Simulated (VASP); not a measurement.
For cubic LiI (rock salt), PBE GGA, VASP's PBE PAW potentials (set 64) (VASP 6.6.1) gives ε∞ = 4.13, a static ε₀ = 21.05 and a transverse optical mode at 119 cm⁻¹.

Q: Estimate the longitudinal optical frequency at Γ.

A: By the Lyddane-Sachs-Teller relation, ω_LO = ω_TO √(ε₀/ε∞) = 119 × √(21.05/4.13) = 269 cm⁻¹.

Measured: ε∞ 3.80 at 297 K (computed value off by +8.7 %), as given by H. H. Li, Journal of Physical and Chemical Reference Data (1976), doi:10.1063/1.555536 [long-wavelength limit of the electronic terms of a dispersion formula fitted to measured refractive indices over 0.25-25.0 um; lattice terms left out].

The compound is LiI in the rock salt structure. The cell was not relaxed at this level.
